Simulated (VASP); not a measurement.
```
CELL_PARAMETERS angstrom
      0.00000     2.90000     2.90000
      2.90000     0.00000     2.90000
      2.90000     2.90000     0.00000
ATOMIC_POSITIONS crystal
  Sr 0.00000 0.00000 0.00000
  F  0.25000 0.25000 0.25000
  F  0.75000 0.75000 0.75000
```

Level of theory: PBE GGA, VASP's PBE PAW potentials (set 64) (plane waves; VASP 6.6.1). Run with 350 eV cut-off, 6×6×6 Γ-centred mesh, Gaussian smearing of 0.050 eV, potentials Sr_sv F.

At this cut-off the stress carries a Pulay error, which pulls relaxed volumes low.

Question: Give the stress tensor in GPa (positive for a compressed cell).

Answer: 
```
-19.01    0.00    0.00
  0.00  -19.01    0.00
  0.00    0.00  -19.01
```
The pressure is its mean diagonal, -19.01 GPa.

The compound is SrF2 in the fluorite structure. The cell was not relaxed at this level. The run is one of a series of settings (ENCUT = 350 against the base run), some of them coarse on purpose.
